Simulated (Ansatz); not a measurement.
The system is BaZrO3.

```
CELL_PARAMETERS angstrom
4.19134 0.00000 0.00000
0.00000 4.19134 0.00000
0.00000 0.00000 4.19134
ATOMIC_POSITIONS crystal
Ba 0.00000 0.00000 0.00000
Zr 0.50000 0.50000 0.50000
O 0.50000 0.50000 0.00000
O 0.50000 0.00000 0.50000
O 0.00000 0.50000 0.50000
```

| Item | Value |
| --- | --- |
| Program | Ansatz 0.2.0 |
| Task | relaxation of cell and atoms |
| Functional | PBEsol |
| Dispersion | D4 |
| Potentials or basis | Ansatz PAW |
| Cutoff | 420 eV (not typed: the program's choice for these potentials) |
| k mesh | 6 × 6 × 6 |
| Occupations | fermi-dirac, width 0.05 eV |
| Spin | no spin polarisation |

At the start: volume 14.73 Å³/atom.

Task: Where does the relaxation end?

Result: It ends after 6 steps and the volume is 14.49 Å³/atom (-1.6 %); space group Pm-3m (No. 221, to 0.05 Å).

The path:
```
step  energy change (eV)  largest force (eV/Å)  volume (Å³)
   1              0.0000                0.0000        73.63
   2             -0.0125                0.0000        71.89
   3             -0.0131                0.0000        72.51
   4             -0.0099                0.0000        72.51
   5             -0.0101                0.0000        72.46
   6             -0.0101                0.0000        72.46
```

Final structure:
```yaml
crystal:
  lattice:
    - [4.16897, 0.00000, 0.00000]
    - [0.00000, 4.16897, 0.00000]
    - [0.00000, 0.00000, 4.16897]
  atoms:
    - { symbol: Ba, position: [0.00000, 0.00000, 0.00000] }
    - { symbol: Zr, position: [0.50000, 0.50000, 0.50000] }
    - { symbol: O, position: [0.50000, 0.50000, 0.00000] }
    - { symbol: O, position: [0.50000, 0.00000, 0.50000] }
    - { symbol: O, position: [0.00000, 0.50000, 0.50000] }
```

Caveat: the plane-wave basis is chosen anew once the cell has moved, so the energies of steps on either side of that aren't comparable; the pressure holds a Pulay correction of +0.5 GPa for the finite cutoff; the PAW data sets come from PBE, with cores solved anew for the run's functional, which leaves a small shift of forces and pressure.
